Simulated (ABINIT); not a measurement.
## CuO (Tenorite) in ABINIT: convergence with nband

CuO (Tenorite):

```
Cu O
1.0
     2.34465   -1.71340    0.00000
     2.34465    1.71340    0.00000
    -0.86055    0.00000    5.05944
Cu O
2 2
Direct
  0.50570 0.99000 0.49524
  0.01154 0.50101 0.99728
  0.40012 0.57752 0.76099
  0.57635 0.41408 0.25814
```

The cell isn't the ideal one: atoms moved at random, drawn with an rms of 0.05 Å.

```yaml
Program: ABINIT 10.8.3 (patched build)
Task: single point
Functional: PBE
Potentials_or_basis: JTH PAW PBE v2.0
Cutoff: 707 eV
k_mesh: 8 × 8 × 4
Occupations: gaussian, width 0.1 eV
Spin: no spin polarisation
```

These are the settings of the first run; the series varies nband, with any setting tied to it.

Hardware: 4 MPI ranks on Arm Neoverse V1, on a shared host.

| nband | energy less the tightest run, at zero smearing (meV/atom) | SCF cycles | CPU time (s) |
| --- | --- | --- | --- |
| 26 | 0.00 | 27 | 450 |
| 27 | 0.00 | 38 | 640 |
| 28 | 0.00 | 24 | 430 |
| 30 | 0.00 | 22 | 430 |
| 34 | 0.00 | 20 | 440 |
| 40 | 0.00 | 19 | 490 |

Against the tightest run, the energy stays within 1 meV/atom from 26 on. The tightest run that finished is the yardstick and may itself not be fully converged.

Caveat, for the tightest run too: the run has no spin polarisation, though such a crystal can be magnetic.
